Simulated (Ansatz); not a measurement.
Stability checks on a candidate for NaF

The structure comes from a generated guess, relaxed at this level; another structure or a mixture of phases may lie lower.

Theory: Ansatz, DFT PBE, scalar-relativistic, plane waves, PAW. Cutoff 420 eV, Γ-centred 8×8×8 mesh (4-atom cell), Gaussian smearing of 0.02 eV, no spin polarisation.

```xyz
4
Lattice="0.0000 3.1745 5.7424 1.6502 0.0000 5.7424 1.6502 3.1745 0.0000" Properties=species:S:1:pos:R:3 pbc="T T T"
Na    1.6502    3.1745    9.3772
Na    0.8251    1.5873    0.7637
F     1.6502    3.1745    2.1075
F     0.8251    1.5873    4.9787
```

Energies over the elements count from the elements' standard structures at the same level (F₂ as a molecule), with no fitted energy shifts.

Problem. These tests were run: energy against the elements; phonons at Γ. What do they show?

Solution.

| test | result |
| --- | --- |
| energy against the elements | −2.619 eV/atom |
| phonons at Γ | imaginary modes down to 96i cm⁻¹ |

It fails one test: phonons at Γ. So it isn't even a local minimum.

The run for the phonons used an 8×8×8 k mesh.
